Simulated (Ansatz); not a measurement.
**SiO2: the cell at several levels of theory**

Cell and atoms of the known phase of SiO2 (I-42d) with 6 atoms a cell are relaxed in turn with PBE, r2SCAN, PBEsol and LDA.

Program: Ansatz 0.2.0. PAW datasets, plane waves, zero pressure. No spin polarisation and no zero-point or thermal motion.

**1. Starting point**

Space group I-42d (No. 122), tetragonal; a = 4.748 Å, c = 7.488 Å in the conventional setting, 14.07 Å³ an atom. Near Si stand 4 O at 1.62 Å; near O stand 2 Si at 1.62 Å.

Structure file:

```
CELL_PARAMETERS angstrom
-2.37405 2.37405 3.74400
2.37405 -2.37405 3.74400
2.37405 2.37405 -3.74400
ATOMIC_POSITIONS crystal
Si 0.00000 0.00000 0.00000
Si 0.75000 0.25000 0.50000
O 0.99838 0.62500 0.87338
O 0.37500 0.24838 0.37338
O 0.75162 0.12500 0.12662
O 0.87500 0.00162 0.62662
```

**2. PBE: cell and atoms**

Input file input.yaml:

```yaml
crystal:
  lattice:
    - [-2.37405, 2.37405, 3.744]
    - [2.37405, -2.37405, 3.744]
    - [2.37405, 2.37405, -3.744]
  atoms:
    - { symbol: Si, position: [0.0, 0.0, 0.0] }
    - { symbol: Si, position: [0.75, 0.25, 0.5] }
    - { symbol: O, position: [0.99838, 0.625, 0.87338] }
    - { symbol: O, position: [0.375, 0.24838, 0.37338] }
    - { symbol: O, position: [0.75162, 0.125, 0.12662] }
    - { symbol: O, position: [0.875, 0.00162, 0.62662] }
kpoints:
  mp_grid: { grid: [8, 8, 8] }
hamiltonian:
  xc: pbe
scf:
  occupations: { method: fermi_dirac, width: 0.02 }
relax:
  f_tol: 0.005
  cell: {}
```

Started as:

```bash
$ ansatz run input.yaml --threads 2 --pin off --max-ram 29491MiB --backend cpu --events-out ev --progress --plain --runs-dir out
```

After this run come: Relaxing with r2SCAN; Relaxation with PBEsol; Relaxing with LDA.

Q: Predict the outcome of this session. Wanted: for each run, a; c; volume; space group; SCF geometries.

The runs gave:

| level | a (Å) | c (Å) | volume (Å³/atom) | space group | SCF geometries |
| --- | --- | --- | --- | --- | --- |
| PBE | 5.027 | 7.379 | 15.537 | I-42d | 12 |
| r2SCAN | 4.944 | 7.316 | 14.901 | I-42d | 7 |
| PBEsol | 4.987 | 7.340 | 15.210 | I-42d | 8 |
| LDA | 4.931 | 7.283 | 14.754 | I-42d | 11 |

**Reading.** The first relaxation changed the volume by +10.4 % from the start. The volume runs from LDA (least) to PBE (most), a spread of 5.3 %, or 1.7 % in length if all axes shared it alike. The meshes differ: PBE 8×8×8, r2SCAN 6×6×6, PBEsol 6×6×6, LDA 6×6×6.
